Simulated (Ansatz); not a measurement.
An Ansatz input (plane waves, PAW) for CdSe that has something wrong with it:

```yaml
crystal:
  lattice:
    - [4.383349379229, 0.0, 0.0]
    - [-2.191674689614, 3.796091916075, 0.0]
    - [0.0, 0.0, 7.1544186791]
  atoms:
    - { symbol: Cd, position: [0.6666666666667, 0.3333333333333, -0.0003929495] }
    - { symbol: Cd, position: [0.3333333333333, 0.6666666666667, 0.4996070505] }
    - { symbol: Se, position: [0.6666666666667, 0.3333333333333, 0.3753929495] }
    - { symbol: Se, position: [0.3333333333333, 0.6666666666667, 0.8753929495] }
basis:
  ecutwfc: 420
  ecutrho_ratio: 4
kpoints:
  mp_grid: { grid: [10, 10, 6] }
hamiltonian:
  xc: pbe
scf:
  max_iter: 60
output:
  forces: true
  stress: true
```

Launched as:
```sh
ansatz run input.yaml --threads 4 --pin off --max-ram 7168MiB --backend cpu --events-out ev --progress --plain --runs-dir out
```

Question: What is wrong with it?

Answer: No occupation method. Against the sound input: scf.occupations: {"method": "gaussian", "width": 0.05} → null (the cap on iterations is only a precaution).

What the program printed:

```
Error: YAML parse error: `scf.occupations.method` is required: fixed only where the cell keeps a band gap throughout the run, explicit beside scf.occupations.values (under evaluate: without them), else a smearing such as fermi_dirac (scf.occupations.width is optional; its entry in the input reference gives the default)
```

The input was refused before any iteration. Cost: 0.02 s on 4 threads of Arm Neoverse V2, on a shared host, peak memory 0.022 GiB. The run before the change (PBE, 420 eV, 10×10×6 mesh) gave:

| run | P (GPa) | gap on the mesh (eV) | cell moment (μB) | largest force component (eV/Å) |
| --- | --- | --- | --- | --- |
| sound | 0.0 | 0.54 | – | 0.001 |

The chain of runs began from a cell as deposited in COD, expanded in volume. Of that entry: the entry's cell lengths or inner coordinates differ somewhat from later room-temperature determinations.

Of that run: Kohn–Sham gaps of semilocal functionals lie under measured ones, often by a third or more.
